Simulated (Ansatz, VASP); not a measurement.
One calculation of PbS, two programs

INCAR

```
SYSTEM = PbS
PREC = Accurate ; ENCUT = 520
EDIFF = 1E-6 ; ISMEAR = 0
SIGMA = 0.02 ; LREAL = .FALSE.
LASPH = .TRUE. ; NELM = 100
ALGO = Fast ; ISIF = 2
LWAVE = .FALSE. ; LCHARG = .FALSE.
GGA = PE ; NBANDS = 28
```

KPOINTS

```
Automatic mesh
0
G
  8 8 4
  0 0 0
```

File POSCAR:

```
PbS
1.0
    2.9231804550     -2.9304210000     -0.1176200000
    2.9231804550      2.9304210000     -0.1176200000
   -1.5420601055      0.0000000000     11.4050773657
Pb S
2 2
Direct
    0.7898076294      0.7624704720      0.6515084959
    0.2375295280      0.2101923706      0.3484915041
    0.2500885895      0.2774257469      0.5973898236
    0.7225742531      0.7499114105      0.4026101764
```

Input for Ansatz:

```yaml
crystal:
  lattice:
    - [2.923180455, -2.930421, -0.11762]
    - [2.923180455, 2.930421, -0.11762]
    - [-1.5420601055, 0.0, 11.4050773657]
  atoms:
    - { symbol: Pb, position: [0.7898076294, 0.762470472, 0.6515084959] }
    - { symbol: Pb, position: [0.237529528, 0.2101923706, 0.3484915041] }
    - { symbol: S, position: [0.2500885895, 0.2774257469, 0.5973898236] }
    - { symbol: S, position: [0.7225742531, 0.7499114105, 0.4026101764] }
basis:
  ecutwfc: 420
kpoints:
  mp_grid: { grid: [8, 8, 4] }
hamiltonian:
  xc: pbe
scf:
  occupations: { method: gaussian, width: 0.02 }
output:
  forces: true
  stress: true
  eigenvalues: true
  populations: true
```

Alike in both runs: task single point; functional PBE; k mesh 8 × 8 × 4; occupations gaussian, width 0.02 eV; no spin polarisation.

```csv
,VASP,Ansatz
version,VASP 6.6.1,Ansatz 0.2.0
potentials or method,"VASP PAW PBE potentials, release 64 (Pb_d, S)","scalar-relativistic, plane waves, PAW"
plane-wave cutoff (eV),520,420
valence electrons in the cell,40,40
```

Ansatz gave:

* gap on the k mesh at the Fermi level (eV): 0.95
* least direct gap on the mesh (eV): 0.95
* rms of the force components (eV/Å): 0.362

Task: Which values does VASP return?

Result: gap on the k mesh at the Fermi level (eV): 0.94; least direct gap on the mesh (eV): 0.95; rms of the force components (eV/Å): 0.363.

Atom by atom the forces differ by 0.001 eV/Å (rms over components).

Caveats: spin-orbit coupling is left out, which as a rule narrows the gap of such compounds by several tenths of an eV.
